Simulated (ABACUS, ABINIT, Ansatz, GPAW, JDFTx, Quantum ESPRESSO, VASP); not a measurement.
Ta: programs and potentials compared

```
Ta
1.0
    -1.65128    1.65128    1.65128
     1.65128   -1.65128    1.65128
     1.65128    1.65128   -1.65128
Ta
1
Direct
  0.00000 0.00000 0.00000
```

Alike in all runs: task single point; functional PBE; k mesh 11 × 11 × 11; occupations fermi-dirac, width 0.05 eV; no spin polarisation; no spin-orbit coupling. Pressure is positive in compression and, in plane waves, holds the error of the finite cutoff, which Ansatz's Pulay term estimates and takes out.

```tsv
program and potentials	plane-wave cutoff (eV)	notes	pressure (GPa)
JDFTx, PseudoDojo-SR-PBE-0.5-standard	789	13 valence electrons an atom on average	2.55
Quantum ESPRESSO, SSSP 1.3 efficiency PBE	748	13 valence electrons an atom on average	2.39
ABINIT, JTH PAW PBE v2.0	517	13 valence electrons an atom on average	2.42
ABACUS, PseudoDojo NC SR 0.4.1 PBE standard, plane waves	789	13 valence electrons an atom on average	?
VASP, PBE PAW files Ta_pv, 520 eV	520	11 valence electrons an atom on average	2.70
Ansatz, Ansatz PAW (earlier soft set)	420	13 valence electrons an atom on average; Pulay term of +0.04 GPa included	2.60
GPAW, GPAW PAW data sets (gpaw-data 1.2.1)	600	13 valence electrons an atom on average	2.85
Ansatz, all-electron LAPW, scalar-relativistic	-	-	2.53
```

Question: Estimate from the other rows what the run with ABACUS, PseudoDojo NC SR 0.4.1 PBE standard, plane waves gave.

Answer: Pressure 2.58 GPa. The other rows, which needn't bracket it: pressure 2.39 to 2.85.
